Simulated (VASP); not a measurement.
# TiSe2 (P-3m1) in VASP: notebook

The runs below take TiSe2 through single point, with PBE+D3(BJ).

Everything below comes from runs of VASP 6.6.1. Logs are shortened: lines on timing, memory, paths and dates and some standing lists are left out, and cuts for length are marked.

### Step 1. Starting point

It takes space group P-3m1 (No. 164, trigonal). The conventional cell has a = 3.483 Å, b = 3.483 Å, c = 5.870 Å, α = 90.00°, β = 90.00°, γ = 120.00°. Around Ti (site symmetry -3m) lie 6 Se at 2.54 Å. Around Se (site symmetry 3m) lie 3 Ti at 2.54 Å.

The cell was built by a generator and needn't be a form met in nature.

### Step 2. Single point, PBE+D3(BJ)

The input, INCAR:

```
ALGO = Fast
EDIFF = 1E-6
ENCUT = 520
GGA = PE
ISIF = 2
ISMEAR = -1
IVDW = 12
LASPH = True
LCHARG = False
LREAL = False
LWAVE = False
NBANDS = 19
NELM = 60
PREC = Accurate
SIGMA = 0.01
```

The input, KPOINTS:

```
k-points
0
Gamma
  16 16 8
```

The input, POSCAR:

```
TiSe2
1.0
    3.4826216523      0.0000000000      0.0000000000
   -1.7413108262      3.0160388227      0.0000000000
    0.0000000000      0.0000000000      5.8696129235
Ti Se
1 2
Direct
    0.0000000000      0.0000000000      0.0000000000
    0.3333333333      0.6666666667      0.2645539217
    0.6666666667      0.3333333333     -0.2645539217
```

Potentials or basis: VASP PAW PBE potentials, release 64 (Ti_sv, Se).

Run with:

```console
$ cat potpaw_PBE.64/Ti_sv/POTCAR potpaw_PBE.64/Se/POTCAR > POTCAR
$ mpirun -np 1 vasp_std > vasp.out
```

OUTCAR:

```text
EDIFF = 1E-6
   ENCUT = 520
   GGA = PE
   ISIF = 2
   ISMEAR = -1
   IVDW = 12
   LASPH = True
   LREAL = False
   NELM = 60
   PREC = Accurate
 IVDW          = 12

 ion  position               nearest neighbor table
   1  0.000  0.000  0.000-   2 2.54   3 2.54   3 2.54   2 2.54   3 2.54   2 2.54
   2  0.333  0.667  0.265-   1 2.54   1 2.54   1 2.54
   3  0.667  0.333  0.735-   1 2.54   1 2.54   1 2.54

  LATTYP: Found a hexagonal cell.
 ALAT       =     3.4826216523
 C/A-ratio  =     1.6854006865

  Lattice vectors:

 A1 = (   3.4826216523,   0.0000000000,   0.0000000000)
 A2 = (  -1.7413108262,   3.0160388227,   0.0000000000)
 A3 = (   0.0000000000,   0.0000000000,   5.8696129235)

Analysis of symmetry for initial positions (statically):
=====================================================================
 Subroutine PRICEL returns:
 Original cell was already a primitive cell.

 Routine SETGRP: Setting up the symmetry group for a
 hexagonal supercell.

 Subroutine GETGRP returns: Found 12 space group operations
 (whereof 12 operations were pure point group operations)
 out of a pool of 24 trial point group operations.

The static configuration has the point symmetry D_3d.

Analysis of symmetry for dynamics (positions and initial velocities):
=====================================================================
 Subroutine PRICEL returns:
 Original cell was already a primitive cell.

 Routine SETGRP: Setting up the symmetry group for a
 hexagonal supercell.

 Subroutine GETGRP returns: Found 12 space group operations
 (whereof 12 operations were pure point group operations)
 out of a pool of 24 trial point group operations.

The dynamic configuration has the point symmetry D_3d.

 Subroutine INISYM returns: Found 12 space group operations
 (whereof 12 operations are pure point group operations),
 and found     1 'primitive' translations

----------------------------------------------------------------------------------------

                                     Primitive cell

  volume of cell :      61.6528

  direct lattice vectors                    reciprocal lattice vectors
     3.482621652  0.000000000  0.000000000     0.287140005  0.165780359  0.000000000
    -1.741310826  3.016038823  0.000000000     0.000000000  0.331560719  0.000000000
     0.000000000  0.000000000  5.869612924     0.000000000  0.000000000  0.170368986

[... 84 lines left out ...]
   NELM   =     60;   NELMIN=  2; NELMDL= -5     # of ELM steps
   EDIFF  = 0.1E-05   stopping-criterion for ELM
   LREAL  =      F    real-space projection
   EDIFFG = 0.1E-04   stopping-criterion for IOM
   NSW    =      0    number of steps for IOM
   IBRION =     -1    ionic relax: 0-MD 1-quasi-New 2-CG
   NFREE  =      0    steps in history (QN), initial steepest desc. (CG)
   ISIF   =      2    stress and relaxation
   ISYM   =      2    0-nonsym 1-usesym 2-fastsym
   POTIM  = 0.5000    time-step for ionic-motion
   TEBEG  =    0.0;   TEEND  =   0.0 temperature during run
   PSTRESS=    0.0 pullay stress
   NELECT =      24.0000    total number of electrons
   NUPDOWN=      -1.0000    fix difference up-down
   EMIN   =  10.00;   EMAX   =-10.00  energy-range for DOS
   EFERMI =   0.00;   METHOD = LEGACY
   ISMEAR =    -1;   SIGMA  =   0.01  broadening in eV -4-tet -1-fermi 0-gaus
   EFERMI_NEDOS =   21; number of points for ismear=-14 and -15
   IALGO  =     68    algorithm
   IMIX   =      4    mixing-type and parameters
     AMIX     =   0.40;   BMIX     =  1.00
     AMIX_MAG =   1.60;   BMIX_MAG =  1.00
  volume/ion in A,a.u.               =      20.55       138.68
  Fermi-wavevector in a.u.,A,eV,Ry     =   1.195348  2.258880 19.440777  1.428857
  Thomas-Fermi vector in A             =   2.331316
   LORBIT       =      0    0 simple, 1 ext, 2 COOP (PROOUT), +10 PAW based schemes
   GGA     = PE    functional components
   LHFCALC =     F    Hartree Fock is set to
   AEXX    =    0.0000 exact exchange contribution
   IVDW    =    12    specifies the selected vdW correction
   LEPSILON=     F    determine dielectric tensor
   LRPA    =     F    only Hartree local field effects (RPA)
 non-spin polarized calculation
 RMM-DIIS sequential band-by-band and
  energy-cutoff  :      520.00
  volume of cell :       61.65
 maximum number of plane-waves:      1679
 NGX is ok and might be reduce to    28
   NGX = 13   NGY = 13   NGZ = 21

 number of electron      24.0000002 magnetization

 Free energy of the ion-electron system (eV)
  ---------------------------------------------------
  ext. energy  EPLUGINS =         0.00000000
  ---------------------------------------------------
  free energy    TOTEN  =       -18.12325099 eV

  energy without entropy =      -18.12293706  energy(sigma->0) =      -18.12309403

 E-fermi :   5.3619     XC(G=0): -10.2918

 val. band max:        5.3601113081   @ k =   0.4375   0.0625   0.5000
 cond. band min:       5.3850495907   @ k =   0.0000   0.4375   0.1250
 fundamental gap:      0.0249382826
 Fermi energy:         5.3618828630

 k-point     1 :       0.0000    0.0000    0.0000
  band No.  band energies     occupation
      1     -52.1640      2.00000
      2     -28.3976      2.00000
      3     -28.3820      2.00000
      4     -28.3820      2.00000
      5      -8.8334      2.00000
      6      -7.2296      2.00000
[... 505 lines left out ...]
      6      -6.8757      2.00000
[... 11 lines left out ...]
     18      12.2017      0.00000
     19      14.0877      0.00000

 [... further k-points ...]

------------------------ aborting loop because EDIFF is reached ----------------------------------------

 Edisp (eV)   -1.34953

 E8    (eV) :    -0.5854

  FORCE on cell =-STRESS in cart. coord.  units (eV):
  Direction    XX          YY          ZZ          XY          YZ          ZX
  --------------------------------------------------------------------------------------
  -------------------------------------------------------------------------------------
  Total       0.03606     0.03606     0.04873    -0.00000     0.00000    -0.00000
  in kB       0.93698     0.93698     1.26646    -0.00000     0.00000    -0.00000
  external pressure =        1.05 kB  Pullay stress =        0.00 kB

 VOLUME and BASIS-vectors are now :
 -----------------------------------------------------------------------------
  energy-cutoff  :      520.00
  volume of cell :       61.65
      direct lattice vectors                 reciprocal lattice vectors
     3.482621652  0.000000000  0.000000000     0.287140005  0.165780359  0.000000000
    -1.741310826  3.016038823  0.000000000     0.000000000  0.331560719  0.000000000
     0.000000000  0.000000000  5.869612924     0.000000000  0.000000000  0.170368986

 POSITION                                       TOTAL-FORCE (eV/Angst)
 -----------------------------------------------------------------------------------
      0.00000      0.00000      0.00000        -0.000000      0.000000      0.000000
     -0.00000      2.01069      1.55283         0.000000     -0.000000      0.018715
      1.74131      1.00535      4.31678        -0.000000      0.000000     -0.018715
 -----------------------------------------------------------------------------------
    total drift:                               -0.000000     -0.000000      0.000000

  FREE ENERGIE OF THE ION-ELECTRON SYSTEM (eV)
  ---------------------------------------------------
  free  energy   TOTEN  =       -19.4727809060 eV

  energy  without entropy=      -19.4724669773  energy(sigma->0) =      -19.47262394
```

OSZICAR:

```text
N       E                     dE             d eps       ncg     rms          rms(c)
DAV:   1     0.203352467560E+03    0.20335E+03   -0.11431E+04  8094   0.125E+03
DAV:   2    -0.147404551846E+01   -0.20483E+03   -0.19824E+03  8500   0.327E+02
DAV:   3    -0.202542285958E+02   -0.18780E+02   -0.18286E+02 11368   0.942E+01
[... 17 lines left out ...]
RMM:  21    -0.181232428920E+02   -0.48849E-05   -0.67985E-05 12106   0.475E-02    0.177E-03
RMM:  22    -0.181232465166E+02   -0.36246E-05   -0.37509E-05 10402   0.257E-02    0.718E-04
RMM:  23    -0.181232487997E+02   -0.22831E-05   -0.23072E-05 10059   0.190E-02    0.501E-04
RMM:  24    -0.181232501151E+02   -0.13154E-05   -0.13741E-05  9169   0.142E-02    0.425E-04
RMM:  25    -0.181232509908E+02   -0.87567E-06   -0.89649E-06  8161   0.110E-02
   1 F= -.19472781E+02 E0= -.19472624E+02  d E =-.313929E-03
```

It took 4.3 min on 1 thread of Intel Xeon Platinum 8559C (Emerald Rapids), shared host; peak memory 0.38 GiB.

What came out:

```
Free energy                : -19.4728 eV
Pressure                   : 0.1 GPa
Largest force              : 0.019 eV/Å
Band gap on the k mesh     : none (metal or under the smearing width)
Dispersion energy per atom : -0.450 eV
```

Forces on the atoms (eV/Å):
```
Ti   0.000  0.000  0.000
Se   0.000  0.000  0.019
Se   0.000  0.000 -0.019
```

Levels at points of the mesh, in eV from the Fermi level:
```tsv
k point	band 8	band 9	band 10	band 11	band 12	band 13	band 14	band 15	band 16	band 17
(0.00, 0.00, 0.00)	-2.24	-2.24	0.36	0.51	0.51	0.58	0.62	0.62	3.31	3.31
(0.50, 0.00, 0.00)	-3.86	-2.92	-2.86	-2.24	-1.41	0.05	1.47	1.89	3.23	3.79
(0.00, 0.00, 0.50)	-2.88	-2.16	-2.16	0.30	0.30	0.49	0.49	1.28	3.75	3.75
(0.50, 0.00, 0.50)	-4.84	-2.82	-2.54	-1.12	-0.85	-0.25	1.47	1.86	3.07	4.05
```

Caveat: pairwise dispersion overbinds metals, which lowers pressure and volume.

### Step 3. Single point, PBE+D3(BJ)

This run uses another cell than the first one, of 21.73 Å³/atom, 1.058 times its volume.

The input, INCAR:

```
SYSTEM = TiSe2
PREC = Accurate
ENCUT = 520
EDIFF = 1E-6
ISMEAR = -1
SIGMA = 0.01
LREAL = .False.
LASPH = .True.
NELM = 100
ALGO = Normal
ISIF = 2
LWAVE = .False.
LCHARG = .False.
GGA = PE
IVDW = 12
NBANDS = 19
```

The input, KPOINTS:

```
regular mesh
0
Gamma
  16 16 8
  0 0 0
```

The input, POSCAR:

```
TiSe2
1.0
    3.5400000000      0.0000000000      0.0000000000
   -1.7700000000      3.0657299294      0.0000000000
    0.0000000000      0.0000000000      6.0080000000
Ti Se
1 2
Direct
    0.0000000000      0.0000000000      0.0000000000
    0.3333333333      0.6666666667      0.2559927362
    0.6666666667      0.3333333333     -0.2559927362
```

Potentials or basis: VASP PAW PBE potentials, release 64 (Ti_sv, Se).

Run with:

```console
$ cat potpaw_PBE.64/Ti_sv/POTCAR potpaw_PBE.64/Se/POTCAR > POTCAR
$ mpirun -np 1 vasp_std > vasp.out
```

OUTCAR:

```text
SYSTEM = TiSe2
   PREC = Accurate
   ENCUT = 520
   EDIFF = 1E-6
   ISMEAR = -1
   LREAL = .False.
   LASPH = .True.
   NELM = 100
   ISIF = 2
   GGA = PE
   IVDW = 12
 IVDW          = 12

 ion  position               nearest neighbor table
   1  0.000  0.000  0.000-   2 2.56   3 2.56   3 2.56   2 2.56   3 2.56   2 2.56
   2  0.333  0.667  0.256-   1 2.56   1 2.56   1 2.56
   3  0.667  0.333  0.744-   1 2.56   1 2.56   1 2.56

  LATTYP: Found a hexagonal cell.
 ALAT       =     3.5400000000
 C/A-ratio  =     1.6971751412

  Lattice vectors:

 A1 = (   3.5400000000,   0.0000000000,   0.0000000000)
 A2 = (  -1.7700000000,   3.0657299294,   0.0000000000)
 A3 = (   0.0000000000,   0.0000000000,   6.0080000000)

Analysis of symmetry for initial positions (statically):
=====================================================================
 Subroutine PRICEL returns:
 Original cell was already a primitive cell.

 Routine SETGRP: Setting up the symmetry group for a
 hexagonal supercell.

 Subroutine GETGRP returns: Found 12 space group operations
 (whereof 12 operations were pure point group operations)
 out of a pool of 24 trial point group operations.

[... 166 lines left out ...]

 val. band max:        4.7793577938   @ k =   0.5000   0.0000   0.2500
 cond. band min:       4.8065092633   @ k =   0.4375   0.0625   0.5000
 fundamental gap:      0.0271514694
 Fermi energy:         4.7859854582

 k-point     1 :       0.0000    0.0000    0.0000
  band No.  band energies     occupation
      1     -52.8711      2.00000
      2     -29.0932      2.00000
      3     -29.0846      2.00000
      4     -29.0846      2.00000
      5      -9.1625      2.00000
      6      -7.7439      2.00000
[... 505 lines left out ...]
      6      -7.4211      2.00000
[... 11 lines left out ...]
     18      11.5877      0.00000
     19      13.0845      0.00000

 [... further k-points ...]

------------------------ aborting loop because EDIFF is reached ----------------------------------------

 Edisp (eV)   -1.27381

 E8    (eV) :    -0.5528

  FORCE on cell =-STRESS in cart. coord.  units (eV):
  Direction    XX          YY          ZZ          XY          YZ          ZX
  --------------------------------------------------------------------------------------
  -------------------------------------------------------------------------------------
  Total      -0.95225    -0.95225    -0.55268    -0.00000     0.00000     0.00000
  in kB     -23.39882   -23.39882   -13.58048    -0.00000     0.00000     0.00000
  external pressure =      -20.13 kB  Pullay stress =        0.00 kB

 VOLUME and BASIS-vectors are now :
 -----------------------------------------------------------------------------
  energy-cutoff  :      520.00
  volume of cell :       65.20
      direct lattice vectors                 reciprocal lattice vectors
     3.540000000  0.000000000  0.000000000     0.282485876  0.163093296  0.000000000
    -1.770000000  3.065729929  0.000000000     0.000000000  0.326186593  0.000000000
     0.000000000  0.000000000  6.008000000     0.000000000  0.000000000  0.166444740

 POSITION                                       TOTAL-FORCE (eV/Angst)
 -----------------------------------------------------------------------------------
      0.00000      0.00000      0.00000         0.000000      0.000000     -0.000000
     -0.00000      2.04382      1.53800        -0.000000      0.000000      0.018108
      1.77000      1.02191      4.47000         0.000000     -0.000000     -0.018108
 -----------------------------------------------------------------------------------
    total drift:                               -0.000000     -0.000000      0.000000

  FREE ENERGIE OF THE ION-ELECTRON SYSTEM (eV)
  ---------------------------------------------------
  free  energy   TOTEN  =       -19.4494418763 eV

  energy  without entropy=      -19.4492068693  energy(sigma->0) =      -19.44932437
```

OSZICAR:

```text
N       E                     dE             d eps       ncg     rms          rms(c)
DAV:   1     0.201145702535E+03    0.20115E+03   -0.11372E+04  8097   0.123E+03
DAV:   2    -0.156052381029E+01   -0.20271E+03   -0.19624E+03  8406   0.322E+02
DAV:   3    -0.205234075228E+02   -0.18963E+02   -0.18480E+02 11511   0.939E+01
DAV:   4    -0.212455445769E+02   -0.72214E+00   -0.71917E+00 10597   0.170E+01
DAV:   5    -0.212698554000E+02   -0.24311E-01   -0.24298E-01 11406   0.286E+00    0.122E+01
DAV:   6    -0.198999919618E+02    0.13699E+01   -0.33386E+01  8520   0.414E+01    0.116E+01
DAV:   7    -0.185014586070E+02    0.13985E+01   -0.24493E+01 10004   0.315E+01    0.503E+00
DAV:   8    -0.182225958637E+02    0.27886E+00   -0.30952E+00  9101   0.127E+01    0.209E+00
DAV:   9    -0.181751590866E+02    0.47437E-01   -0.33565E-01  9430   0.410E+00    0.518E-01
DAV:  10    -0.181757469191E+02   -0.58783E-03   -0.21339E-02  9709   0.105E+00    0.242E-01
DAV:  11    -0.181765806039E+02   -0.83368E-03   -0.13837E-02 10912   0.748E-01    0.232E-01
DAV:  12    -0.181756267649E+02    0.95384E-03   -0.48307E-03 10110   0.446E-01    0.354E-02
DAV:  13    -0.181756436495E+02   -0.16885E-04   -0.79924E-05  9154   0.761E-02    0.285E-02
DAV:  14    -0.181756318758E+02    0.11774E-04   -0.62575E-05 10310   0.545E-02    0.557E-03
DAV:  15    -0.181756323063E+02   -0.43041E-06   -0.29848E-06  9091   0.112E-02
   1 F= -.19449442E+02 E0= -.19449324E+02  d E =-.235007E-03
```

stdout:

```text
POSCAR found type information on POSCAR TiSe
 POSCAR found :  2 types and       3 ions
 scaLAPACK will be used
 LDA part: xc-table for (Slater+PW92), standard interpolation
 POSCAR, INCAR and KPOINTS ok, starting setup
 FFT: planning ... GRIDC
 FFT: planning ... GRID_SOFT
 FFT: planning ... GRID
 WAVECAR not read
 entering main loop
```

Wall time 3.8 min (1 thread of Intel Xeon Platinum 8559C (Emerald Rapids), shared host); peak memory 0.39 GiB.

What came out:

```
Free energy                : -19.4494 eV
Pressure                   : -2.0 GPa
Largest force              : 0.018 eV/Å
Band gap on the k mesh     : none (metal or under the smearing width)
Dispersion energy per atom : -0.425 eV
```

Forces on the atoms (eV/Å):
```
Ti   0.000  0.000  0.000
Se   0.000  0.000  0.018
Se   0.000  0.000 -0.018
```

Stress tensor (GPa, compression positive):
```
-2.34  0.00  0.00
 0.00 -2.34  0.00
 0.00  0.00 -1.36
```
